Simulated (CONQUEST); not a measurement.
TiSe under changes of volume

One of the cells (17.058 Å³/atom); the others are scaled copies at fixed shape and fractional positions:

```xyz
8
Lattice="3.5590 0.0000 0.0000 0.0000 6.1644 0.0000 0.0000 0.0000 6.2200" Properties=species:S:1:pos:R:3 pbc="T T T"
Se    0.0000    2.0548    1.5550
Se    1.7795    5.1370    1.5550
Se    0.0000    4.1096    4.6650
Se    1.7795    1.0274    4.6650
Ti    0.0000    0.0000    3.1100
Ti    1.7795    3.0822    3.1100
Ti    0.0000    0.0000    0.0000
Ti    1.7795    3.0822    0.0000
```

- Program: CONQUEST 1.3
- Functional: PBEsol
- Potentials or basis: PseudoDojo NC PBEsol, DZP, grid of 40 × 72 × 72 points
- k mesh: 8 × 5 × 5
- Occupations: fermi-dirac, width 0.05 eV
- Spin: no spin polarisation

```csv
volume (Å³/atom),energy over the lowest point (meV/atom),pressure (GPa),largest force (eV/Å)
16.034,?,?,?
16.375,21.54,7.9,0.003
16.716,8.27,4.7,0.001
17.058,1.33,2.0,0.000
17.399,0.00,-0.4,0.004
17.740,3.55,-2.7,0.001
18.081,11.71,-4.6,0.002
```

**Question.** What does the run at 16.034 Å³/atom give?

**Answer.** Energy over the lowest point 41.78 meV/atom; pressure 11.3 GPa; largest force 0.003 eV/Å.

Worked out: A Birch-Murnaghan fit of order 3 (a polynomial in V^(-2/3)) to the other rows has its minimum at 17.32 Å³/atom with B0 = V·E''(V) = 122 GPa and B' = 4.7 at fixed shape and positions, which overstates the stiffness. It gives 41.78 meV/atom at 16.034 Å³/atom, against the run's 41.78, and -dE/dV = 11.3 GPa, against 11.3.

Energies are extrapolated to zero smearing.

Caveats: the basis of atomic orbitals isn't converged, which shifts pressures, moduli and gaps.
